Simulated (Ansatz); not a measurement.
The system is CsI.

```
CELL_PARAMETERS angstrom
4.56670 0.00000 0.00000
0.00000 4.56670 0.00000
0.00000 0.00000 4.56670
ATOMIC_POSITIONS crystal
Cs 0.00000 0.00000 0.00000
I 0.50000 0.50000 0.50000
```

Base run:

```yaml
Program: Ansatz 0.2.0
Functional: exchange-only PBE
Potentials_or_basis: Ansatz PAW
Cutoff: "420 eV (not typed: the program's choice for these potentials)"
k_mesh: 6 × 6 × 6
Occupations: fermi-dirac, width 0.05 eV
Spin: no spin polarisation
```

Its results: band gap on the k mesh 3.98 eV, indirect (least direct gap 4.06 eV); pressure 4.2 GPa.

Q: The run is repeated on the same cell with these changes: functional from exchange-only PBE to LDA. What comes out?

A: Band gap on the k mesh 3.53 eV, indirect (least direct gap 3.62 eV); pressure -1.4 GPa.

Caveats: spin-orbit coupling is left out, which moves the levels of the heavy elements; the PAW data sets come from PBE, with cores solved anew for the run's functional, which leaves a small shift of forces and pressure.
